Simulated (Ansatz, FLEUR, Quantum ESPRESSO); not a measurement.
## V: programs and potentials compared

```
V
1.0
     2.67993    0.00000    0.00000
    -1.33997    2.32089    0.00000
     0.00000    0.00000   25.94079
V
6
Cartesian
  1.3400 0.7736 7.5000
  0.0000 1.5473 9.6882
  0.0000 0.0000 11.8763
  1.3400 0.7736 14.0645
  0.0000 1.5473 16.2526
  0.0000 0.0000 18.4408
```

Alike in all runs: functional PBE; k mesh 11 × 11 × 1; occupations fermi-dirac, width 0.05 eV; collinear spin, ferromagnetic start; no spin-orbit coupling.

```json
{"program and potentials": "Ansatz, Ansatz PAW", "plane-wave cutoff (eV)": "420", "notes": "-", "net moment per atom (μB)": "0.26", "largest force (eV/Å)": "0.114"}
{"program and potentials": "Quantum ESPRESSO, PseudoDojo 0.4.1 SR PBE standard", "plane-wave cutoff (eV)": "1143", "notes": "-", "net moment per atom (μB)": "0.34", "largest force (eV/Å)": "0.111"}
{"program and potentials": "FLEUR, all-electron, FLAPW", "plane-wave cutoff (eV)": "-", "notes": "-", "net moment per atom (μB)": "0.26", "largest force (eV/Å)": "0.086"}
```

Force on atom 6 (V), eV/Å:

```csv
program and potentials,x,y,z
"Ansatz, Ansatz PAW",0.000,0.000,0.114
"Quantum ESPRESSO, PseudoDojo 0.4.1 SR PBE standard",0.000,0.000,0.111
"FLEUR, all-electron, FLAPW",0.000,0.000,0.086
```

The net moment per atom spans 0.26 (Ansatz, Ansatz PAW) to 0.34 μB (Quantum ESPRESSO, PseudoDojo 0.4.1 SR PBE standard), with all-electron results at 0.26. The state is the one that the start led to, which needn't be the lowest.

The functional is the same throughout but for its coding, so the spread measures potentials, basis and numerics; runs on potential files found faulty are left out.
